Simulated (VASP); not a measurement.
# Settings for SrO: self-consistent run

SrO, P1 (no. 1), 2 atoms in the cell. PBE; PAW potentials Sr_sv, O (PBE set). VASP 6.6.1. The atoms are moved at random off their ideal places.

Wanted: energy within 1 meV/atom; forces within 0.005 eV/Å; pressure within 0.1 GPa.

POSCAR:
```
SrO
1.0
    0.0000000000      2.5663000000      2.5663000000
    2.5663000000      0.0000000000      2.5663000000
    2.5663000000      2.5663000000      0.0000000000
Sr O
1 1
Direct
    0.5069550000      0.4928200000      0.5033120000
    0.0076760000     -0.0009740000     -0.0034280000
```

## One numerical tag moved

| One numerical tag moved | Energy less reference (meV/atom) | Forces, largest deviation (eV/Å) | Pressure (GPa) | SCF iterations | Time (s) |
|---|---|---|---|---|---|
| default | 0.0 | 0.0000 | 3.94 | 14 | 57 |
| EBREAK = 0.0001 | 0.0 | 0.0000 | 3.98 | 16 | 56 |
| DEPER = 0.05 | 0.0 | 0.0000 | 3.93 | 14 | 72 |
| LMAXPAW = 0 | 0.0 | 0.0001 | 3.93 | 15 | 60 |
| NBLK = 64 | 0.0 | 0.0000 | 3.94 | 14 | 59 |
| RANDOM_GENERATOR = pcg_32 | 0.0 | 0.0000 | 3.94 | 14 | 59 |
| NDAV = 8 | 0.0 | 0.0000 | 3.94 | 14 | 59 |
| DEPER = 0.6 | 0.0 | 0.0000 | 3.94 | 14 | 56 |
| LCORR = F | 0.0 | 0.0000 | 3.94 | 14 | 62 |

Chosen: default; no other choice that stays within half of the tolerance saves 30 % of the time.

## The input

INCAR:
```
PREC = Accurate ; ENCUT = 520
EDIFF = 1E-7 ; ISMEAR = 0
SIGMA = 0.02 ; LREAL = F
LASPH = T ; ALGO = Normal
NELM = 100 ; ISIF = 2
LWAVE = F ; LCHARG = F
```

KPOINTS:
```
k-points
0
Gamma
  8 8 8
```

Commands:
```
cat potpaw_PBE.64/Sr_sv/POTCAR potpaw_PBE.64/O/POTCAR > POTCAR
mpirun -np 1 vasp_std > vasp.out
```

The chosen input took VASP 6.6.1 57 s on 1 core (Intel Xeon Platinum 8488C (Sapphire Rapids)), a shared host.

## An input that fails: LMAXPAW = -1 without LASPH

It runs to its end, but against the unchanged starting input it is off by 18.0 meV/atom in the energy, 0.0015 eV/Å in the forces, 0.69 GPa in the pressure.

Changes against the starting input:
```
- LASPH = True
+ LASPH = False
+ LMAXPAW = -1
```
